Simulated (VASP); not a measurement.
# Te (P3_121) in VASP: a series of runs

Runs on Te. Level: TB-mBJ. Tasks: single point.

Program: VASP 6.6.1. These are calculated values, not measurements. Logs are shortened: lines on timing, memory, paths and dates and some standing lists are left out, and cuts for length are marked.

## 1. The structure

Symmetry: P3_121, No. 152, trigonal system. Conventional cell: a = 4.276 Å, b = 4.276 Å, c = 5.978 Å, α = 90.00°, β = 90.00°, γ = 120.00°. Te (site symmetry 2) is surrounded by 6 Te at 2.92 to 3.32 Å.

The cell was built by a generator and needn't be a form met in nature.

## 2. Single point, TB-mBJ, non-collinear spin, zero start, spin-orbit coupling

POSCAR reads:

```
Te
1.0
    4.2757825000      0.0000000000      0.0000000000
   -2.1378912000      3.7029362000      0.0000000000
    0.0000000000      0.0000000000      5.9776623000
Te
3
Direct
    0.2881197000      0.0000000000      0.3333333000
    0.9999999000      0.2881195000      0.6666666000
    0.7118805000      0.7118805000      0.0000000000
```

INCAR.step1 reads:

```
SYSTEM = Te
PREC     = Accurate       ! precision mode
ENCUT    = 300            ! plane-wave cutoff, eV
EDIFF    = 1E-5           ! SCF threshold, eV
ISMEAR   = 0              ! smearing method
SIGMA    = 0.01           ! smearing width, eV
LREAL    = .FALSE.        ! projectors in reciprocal space
LASPH    = .TRUE.         ! aspherical terms in the spheres
NELM     = 80             ! most SCF steps
ALGO     = Normal         ! electronic algorithm
ISIF     = 2              ! what is computed and relaxed
LWAVE    = .TRUE.         ! write WAVECAR
LCHARG   = .FALSE.        ! write CHGCAR
LNONCOLLINEAR= .TRUE.         ! non-collinear magnetism
MAGMOM   = 0 0 0 0 0 0 0 0 0 ! initial moments
LORBIT   = 11             ! projections on sites
LSORBIT  = .TRUE.         ! spin-orbit coupling
GGA_COMPAT= .FALSE.      
NBANDS   = 31             ! bands
GGA      = PE             ! functional
```

INCAR.step2 reads:

```
SYSTEM = Te
PREC     = Accurate       ! precision mode
ENCUT    = 300            ! plane-wave cutoff, eV
EDIFF    = 1E-6           ! SCF threshold, eV
ISMEAR   = 0              ! smearing method
SIGMA    = 0.01           ! smearing width, eV
LREAL    = .FALSE.        ! projectors in reciprocal space
LASPH    = .TRUE.         ! aspherical terms in the spheres
NELM     = 80             ! most SCF steps
ALGO     = Normal         ! electronic algorithm
ISIF     = 2              ! what is computed and relaxed
LWAVE    = .FALSE.        ! write WAVECAR
LCHARG   = .FALSE.        ! write CHGCAR
LNONCOLLINEAR= .TRUE.         ! non-collinear magnetism
MAGMOM   = 0 0 0 0 0 0 0 0 0 ! initial moments
LORBIT   = 11             ! projections on sites
LSORBIT  = .TRUE.         ! spin-orbit coupling
GGA_COMPAT= .FALSE.      
METAGGA  = MBJ            ! meta-GGA
NBANDS   = 31             ! bands
ISTART   = 1
```

KPOINTS reads:

```
regular mesh
0
G
  9 9 6
  0 0 0
```

Potentials or basis: VASP PAW PBE potentials, release 64 (Te).

Started as:

```console
$ cat potpaw_PBE.64/Te/POTCAR > POTCAR
$ cp INCAR.step1 INCAR
$ mpirun -np 1 vasp_ncl > vasp.out
$ cp INCAR.step2 INCAR
$ mpirun -np 1 vasp_ncl > vasp.out
```

OUTCAR:

```text
SYSTEM = Te
   PREC = Accurate
   ENCUT = 300
   EDIFF = 1E-6
   ISMEAR = 0
   LREAL = .FALSE.
   LASPH = .TRUE.
   NELM = 80
   ISIF = 2
   LNONCOLLINEAR = .TRUE.
   LORBIT = 11
   LSORBIT = .TRUE.
   METAGGA = MBJ
   ISTART = 1

 ion  position               nearest neighbor table
   1  0.288  0.000  0.333-   3 2.92   2 2.92   2 3.32   3 3.32   2 3.32   3 3.32
   2  1.000  0.288  0.667-   3 2.92   1 2.92   1 3.32   1 3.32   3 3.32   3 3.32
   3  0.712  0.712  0.000-   2 2.92   1 2.92   1 3.32   1 3.32   2 3.32   2 3.32

  LATTYP: Found a hexagonal cell.
 ALAT       =     4.2757825000
 C/A-ratio  =     1.3980276827

  Lattice vectors:

 A1 = (   4.2757825000,   0.0000000000,   0.0000000000)
 A2 = (  -2.1378912000,   3.7029362000,   0.0000000000)
 A3 = (   0.0000000000,   0.0000000000,   5.9776623000)

Analysis of symmetry for initial positions (statically):
=====================================================================
 Subroutine PRICEL returns:
 Original cell was already a primitive cell.

 Routine SETGRP: Setting up the symmetry group for a
 hexagonal supercell.

 Subroutine GETGRP returns: Found  6 space group operations
 (whereof  2 operations were pure point group operations)
 out of a pool of 24 trial point group operations.

The static configuration has the point symmetry C_2 .
 The point group associated with its full space group is D_3 .

Analysis of symmetry for dynamics (positions and initial velocities):
=====================================================================
 Subroutine PRICEL returns:
 Original cell was already a primitive cell.

 Routine SETGRP: Setting up the symmetry group for a
 hexagonal supercell.

 Subroutine GETGRP returns: Found  6 space group operations
 (whereof  2 operations were pure point group operations)
 out of a pool of 24 trial point group operations.

The dynamic configuration has the point symmetry C_2 .
 The point group associated with its full space group is D_3 .

Analysis of structural, dynamic, and magnetic symmetry:
=====================================================================
 Subroutine PRICEL returns:
 Original cell was already a primitive cell.

 Routine SETGRP: Setting up the symmetry group for a
 hexagonal supercell.

 Subroutine GETGRP returns: Found  6 space group operations
 (whereof  2 operations were pure point group operations)
 out of a pool of 24 trial point group operations.

The overall configuration has the point symmetry C_2 .
 The point group associated with its full space group is D_3 .

 Subroutine INISYM returns: Found  6 space group operations
 (whereof  2 operations are pure point group operations),
 and found     1 'primitive' translations

----------------------------------------------------------------------------------------

                                     Primitive cell

  volume of cell :      94.6440

  direct lattice vectors                    reciprocal lattice vectors
     4.275782500  0.000000000  0.000000000     0.233875320  0.135027978  0.000000000
    -2.137891200  3.702936200  0.000000000     0.000000000  0.270055963  0.000000000
     0.000000000  0.000000000  5.977662300     0.000000000  0.000000000  0.167289477

  length of vectors
     4.275782500  4.275782418  5.977662300     0.270055957  0.270055963  0.167289477

  position of ions in fractional coordinates (direct lattice)
     0.288119700  0.000000000  0.333333300
     0.999999900  0.288119500  0.666666600
     0.711880500  0.711880500  0.000000000

  ion indices of the primitive-cell ions
   primitive index   ion index
                 1           1
                 2           2
                 3           3

----------------------------------------------------------------------------------------

 KPOINTS: regular mesh

Automatic generation of k-mesh.
 Grid dimensions read from file:
 generate k-points for:    9    9    6

 Generating k-lattice:

[... 61 lines left out ...]
   EDIFF  = 0.1E-05   stopping-criterion for ELM
   LREAL  =      F    real-space projection
   EDIFFG = 0.1E-04   stopping-criterion for IOM
   NSW    =      0    number of steps for IOM
   IBRION =     -1    ionic relax: 0-MD 1-quasi-New 2-CG
   NFREE  =      0    steps in history (QN), initial steepest desc. (CG)
   ISIF   =      2    stress and relaxation
   ISYM   =      2    0-nonsym 1-usesym 2-fastsym
   POTIM  = 0.5000    time-step for ionic-motion
   TEBEG  =    0.0;   TEEND  =   0.0 temperature during run
   PSTRESS=    0.0 pullay stress
   NELECT =      18.0000    total number of electrons
   NUPDOWN=      -1.0000    fix difference up-down
   EMIN   =  10.00;   EMAX   =-10.00  energy-range for DOS
   EFERMI =   0.00;   METHOD = LEGACY
   ISMEAR =     0;   SIGMA  =   0.01  broadening in eV -4-tet -1-fermi 0-gaus
   EFERMI_NEDOS =   21; number of points for ismear=-14 and -15
   IALGO  =     38    algorithm
   IMIX   =      4    mixing-type and parameters
     AMIX     =   0.40;   BMIX     =  1.00
     AMIX_MAG =   1.60;   BMIX_MAG =  1.00
  volume/ion in A,a.u.               =      31.55       212.90
  Fermi-wavevector in a.u.,A,eV,Ry     =   0.941459  1.779099 12.059448  0.886344
  Thomas-Fermi vector in A             =   2.068972
   LORBIT       =     11    0 simple, 1 ext, 2 COOP (PROOUT), +10 PAW based schemes
   METAGGA = MBJ    functional components
   LHFCALC =     F    Hartree Fock is set to
   AEXX    =    0.0000 exact exchange contribution
   IVDW    =     0    specifies the selected vdW correction
   LEPSILON=     F    determine dielectric tensor
   LRPA    =     F    only Hartree local field effects (RPA)
 Gauss-broadening in eV      SIGMA  =   0.01
  energy-cutoff  :      300.00
  volume of cell :       94.64
 maximum number of plane-waves:      2268
   NGX = 13   NGY = 13   NGZ = 17

 number of electron      17.9999992 magnetization       0.0000000     -0.0000000     -0.0000000

 number of electron      17.9999992 magnetization       0.0000000     -0.0000000      0.0000000

 Free energy of the ion-electron system (eV)
  ---------------------------------------------------
  ext. energy  EPLUGINS =         0.00000000
  ---------------------------------------------------
  free energy    TOTEN  =       972.84215525 eV

  energy without entropy =      972.84217849  energy(sigma->0) =      972.84216687

 E-fermi :   6.9396     XC(G=0):  -7.9920

 val. band max:        6.9357223525   @ k =   0.3333   0.3333   0.5000
 cond. band min:       6.9471115932   @ k =  -0.3333  -0.3333   0.5000
 fundamental gap:      0.0113892407
 Fermi energy:         6.9396325447

 k-point     1 :       0.0000    0.0000    0.0000
  band No.  band energies     occupation
      1      -7.1563      1.00000
      2      -7.1563      1.00000
      3      -3.7377      1.00000
      4      -3.7377      1.00000
      5      -3.7371      1.00000
      6      -3.7371      1.00000
[... 781 lines left out ...]
     29      13.4525      0.00000
     30      13.4662      0.00000

 [... further k-points ...]

 [bands above 30 left out]

------------------------ aborting loop because EDIFF is reached ----------------------------------------

  FORCE on cell =-STRESS in cart. coord.  units (eV):
  Direction    XX          YY          ZZ          XY          YZ          ZX
  --------------------------------------------------------------------------------------
  -------------------------------------------------------------------------------------
  Total       60.7947474     60.7947452     62.3058925      0.0000008      0.0000000     -0.0000000
  in kB     1029.1612577   1029.1612210   1054.7426131      0.0000139      0.0000000     -0.0000000
  external PRESSURE =    1037.6883639 kB  Pullay stress =       0.0000000 kB

 VOLUME and BASIS-vectors are now :
 -----------------------------------------------------------------------------
  energy-cutoff  :      300.00
  volume of cell :       94.64
      direct lattice vectors                 reciprocal lattice vectors
     4.275782500  0.000000000  0.000000000     0.233875320  0.135027978  0.000000000
    -2.137891200  3.702936200  0.000000000     0.000000000  0.270055963  0.000000000
     0.000000000  0.000000000  5.977662300     0.000000000  0.000000000  0.167289477

 POSITION                                       TOTAL-FORCE (eV/Angst)
 -----------------------------------------------------------------------------------
      1.23194      0.00000      1.99255         0.566651     -0.000000     -0.000000
      3.65981      1.06689      3.98511        -0.283325      0.490734     -0.000000
      1.52192      2.63605      0.00000        -0.283325     -0.490734      0.000000
 -----------------------------------------------------------------------------------
    total drift:                                0.000025      0.000306      0.000203

  FREE ENERGIE OF THE ION-ELECTRON SYSTEM (eV)
  ---------------------------------------------------
  free  energy   TOTEN  =       972.8421552541 eV

  energy  without entropy=      972.8421784861  energy(sigma->0) =      972.84216687

 Spin-Orbit-Coupling matrix elements

 Ion:    1  E_soc:     -0.2272080
 l=   1
     0.0000000    -0.0390030    -0.0383111
    -0.0390030     0.0000000    -0.0358358
    -0.0383111    -0.0358358     0.0000000
 l=   2
     0.0000000    -0.0000340     0.0000000    -0.0000344    -0.0000688
    -0.0000340     0.0000000    -0.0000612    -0.0000703    -0.0000308
     0.0000000    -0.0000612     0.0000000    -0.0001281     0.0000000
    -0.0000344    -0.0000703    -0.0001281     0.0000000    -0.0000265
    -0.0000688    -0.0000308     0.0000000    -0.0000265     0.0000000
 l=   3
     0.0000000     0.0000000     0.0000000     0.0000000     0.0000000     0.0000000     0.0000000
     0.0000000     0.0000000     0.0000000     0.0000000     0.0000000     0.0000000     0.0000000
     0.0000000     0.0000000     0.0000000     0.0000000     0.0000000     0.0000000     0.0000000
     0.0000000     0.0000000     0.0000000     0.0000000     0.0000000     0.0000000     0.0000000
[... 29 lines left out ...]
 l=   2
     0.0000000    -0.0000301     0.0000000    -0.0000299    -0.0000688
    -0.0000301     0.0000000    -0.0001114    -0.0000703    -0.0000318
     0.0000000    -0.0001114     0.0000000    -0.0000779     0.0000000
    -0.0000299    -0.0000703    -0.0000779     0.0000000    -0.0000339
    -0.0000688    -0.0000318     0.0000000    -0.0000339     0.0000000
 l=   3
     0.0000000     0.0000000     0.0000000     0.0000000     0.0000000     0.0000000     0.0000000
     0.0000000     0.0000000     0.0000000     0.0000000     0.0000000     0.0000000     0.0000000
     0.0000000     0.0000000     0.0000000     0.0000000     0.0000000     0.0000000     0.0000000
     0.0000000     0.0000000     0.0000000     0.0000000     0.0000000     0.0000000     0.0000000
     0.0000000     0.0000000     0.0000000     0.0000000     0.0000000     0.0000000     0.0000000
     0.0000000     0.0000000     0.0000000     0.0000000     0.0000000     0.0000000     0.0000000
     0.0000000     0.0000000     0.0000000     0.0000000     0.0000000     0.0000000     0.0000000

 total charge

# of ion       s       p       d       tot
------------------------------------------
    1        1.435   1.837   0.053   3.325
    2        1.435   1.837   0.053   3.325
    3        1.435   1.837   0.053   3.325
--------------------------------------------------
tot          4.306   5.510   0.159   9.975

 magnetization (x)

# of ion       s       p       d       tot
------------------------------------------
    1        0.000   0.000  -0.000   0.000
    2       -0.000  -0.000   0.000  -0.000
    3       -0.000  -0.000   0.000  -0.000
--------------------------------------------------
tot         -0.000   0.000   0.000   0.000

 magnetization (y)

# of ion       s       p       d       tot
------------------------------------------
    1       -0.000  -0.000   0.000  -0.000
    2        0.000   0.000  -0.000   0.000
    3       -0.000  -0.000   0.000  -0.000
--------------------------------------------------
tot         -0.000  -0.000   0.000  -0.000

 magnetization (z)

# of ion       s       p       d       tot
------------------------------------------
    1       -0.000   0.000   0.000  -0.000
    2       -0.000  -0.000  -0.000  -0.000
    3        0.000   0.000   0.000   0.000
--------------------------------------------------
tot         -0.000  -0.000  -0.000  -0.000
```

Wall time 11 min (1 thread of Intel Xeon Platinum 8259CL at 2.50GHz (Skylake/Cascade Lake), shared host); peak memory 0.36 GiB.

Results:

* Net moment: 0.00 μB per cell
* Valence electrons inside the program's atomic spheres: Te 3.33

Moments on the atoms (μB; x, y, z):
```
Te  0.00 0.00 0.00
Te  0.00 0.00 0.00
Te  0.00 0.00 0.00
```

Caveat: the PAW data sets were made with another functional, which shifts forces and pressure a little.

## 3. Single point, TB-mBJ, non-collinear spin, zero start, spin-orbit coupling

This run uses another cell than the first one, of 35.02 Å³/atom, 1.110 times its volume.

POSCAR reads:

```
Te
1.0
    4.5128075000      0.0000000000      0.0000000000
   -2.2564038000      3.9082060000      0.0000000000
    0.0000000000      0.0000000000      5.9576380000
Te
3
Direct
    0.2690221000      0.0000000000      0.3333333000
    0.9999999000      0.2690222000      0.6666667000
    0.7309778000      0.7309779000      0.0000000000
```

INCAR.step1 reads:

```
ALGO = Normal
EDIFF = 1E-5
ENCUT = 300
GGA = PE
GGA_COMPAT = False
ISIF = 2
ISMEAR = 0
LASPH = True
LCHARG = False
LORBIT = 11
LREAL = False
LSORBIT = True
LWAVE = True
MAGMOM = 0 0 0 0 0 0 0 0 0
NELM = 100
PREC = Accurate
SIGMA = 0.01
```

INCAR.step2 reads:

```
ALGO = Normal
EDIFF = 1E-7
ENCUT = 300
GGA_COMPAT = False
ISIF = 2
ISMEAR = 0
ISTART = 1
LASPH = True
LCHARG = False
LORBIT = 11
LREAL = False
LSORBIT = True
LWAVE = False
MAGMOM = 0 0 0 0 0 0 0 0 0
METAGGA = MBJ
NELM = 100
PREC = Accurate
SIGMA = 0.01
```

KPOINTS reads:

```
k-points
0
Gamma
  9 9 6
```

Potentials or basis: VASP PAW PBE potentials, release 64 (Te).

Started as:

```console
$ cat potpaw_PBE.64/Te/POTCAR > POTCAR
$ cp INCAR.step1 INCAR
$ mpirun -np 1 vasp_ncl > vasp.out
$ cp INCAR.step2 INCAR
$ mpirun -np 1 vasp_ncl > vasp.out
```

It took 8.9 min on 1 thread of Intel Xeon 6975P-C (Granite Rapids), shared host; peak memory 0.4 GiB.

Results (log left out):

```yaml
Net_moment: 0.00 μB per cell
Valence_electrons_inside_the_program's_atomic_spheres: Te 3.31
```

Moments on the atoms (μB; x, y, z):
```
Te  0.00 0.00 0.00
Te  0.00 0.00 0.00
Te  0.00 0.00 0.00
```

Caveat: the PAW data sets were made with another functional, which shifts forces and pressure a little.

[end of part 1 of 2]
